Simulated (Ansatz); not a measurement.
Level of theory: DFT PBE, scalar-relativistic, plane waves, PAW (Ansatz 0.2.0). All cells share a 420 eV cutoff and Γ-centred k meshes spaced at most about 0.3 Å⁻¹ (2π included). No spin polarisation.

All energies are static (0 K, no zero-point motion).

Two relaxed structures of LiH:

1.

```cif
data_structure
_symmetry_space_group_name_H-M 'P4/mmm'
_symmetry_Int_Tables_number 123
_cell_length_a 2.6906
_cell_length_b 2.6906
_cell_length_c 4.3600
_cell_angle_alpha 90.000
_cell_angle_beta 90.000
_cell_angle_gamma 90.000
_cell_volume 31.56
loop_
_atom_site_label
_atom_site_type_symbol
_atom_site_symmetry_multiplicity
_atom_site_Wyckoff_symbol
_atom_site_fract_x
_atom_site_fract_y
_atom_site_fract_z
_atom_site_occupancy
Li1 Li 1 a 0.00000 0.00000 0.00000 1
H1 H 1 c 0.50000 0.50000 0.00000 1
```

2.

```cif
data_structure
_symmetry_space_group_name_H-M 'P-3m1'
_symmetry_Int_Tables_number 164
_cell_length_a 2.8125
_cell_length_b 2.8125
_cell_length_c 11.8418
_cell_angle_alpha 90.000
_cell_angle_beta 90.000
_cell_angle_gamma 120.000
_cell_volume 81.12
loop_
_atom_site_label
_atom_site_type_symbol
_atom_site_symmetry_multiplicity
_atom_site_Wyckoff_symbol
_atom_site_fract_x
_atom_site_fract_y
_atom_site_fract_z
_atom_site_occupancy
Li1 Li 2 c 0.00000 0.00000 0.79298 1
Li2 Li 1 a 0.00000 0.00000 0.00000 1
Li3 Li 2 d 0.33333 0.66667 0.40230 1
H1 H 2 d 0.33333 0.66667 0.69541 1
H2 H 2 d 0.66667 0.33333 0.89658 1
H3 H 1 b 0.00000 0.00000 0.50000 1
```

**Question.** Which would you expect to be lower, and how large is the difference?

**Answer.** Cell 2 is lower, by 154 meV/atom. Cell 1 has space group P4/mmm (No. 123), 15.8 Å³/atom and a gap of 0.32 eV on its mesh; cell 2 has space group P-3m1 (No. 164), 8.1 Å³/atom and a gap of 3.46 eV. Counting H atoms around Li (those within 1.25 times the shortest such distance or 1.15 times the sum of covalent radii), cell 1 has Li 4 and cell 2 has Li 6. In cell 1, Li is surrounded by 4 H at 1.90 Å; H is surrounded by 4 Li at 1.90 Å. In cell 2, around Li on a site of symmetry 3m lie 6 H at 1.99–2.04 Å; Li on a site of symmetry -3m has 6 H at 2.03 Å; around H on a site of symmetry 3m lie 6 Li at 1.99 Å; 3 more sites not described. Both come from invented guesses. Shaken at random and relaxed again, cell 2 came back. The lowest form computed isn't among them: it has the rock salt type, space group Fm-3m (No. 225), 8.0 Å³/atom, is reached from a cell as deposited in COD and lies 22 meV/atom below the best shown. Checks on cell 2: no imaginary mode on a 3×3×1 q mesh.

Weakly bound directions are ill-defined at this level, which has no dispersion term (P4/mmm), and this can change margins and order among such cells. Kohn–Sham gaps at this level usually fall short of measured ones. With hydrogen, zero-point motion can shift such differences by 10 meV/atom or more. Cells without such a test can be saddle points. Some types were kept out of the candidates beforehand, so the set may lack a known form.
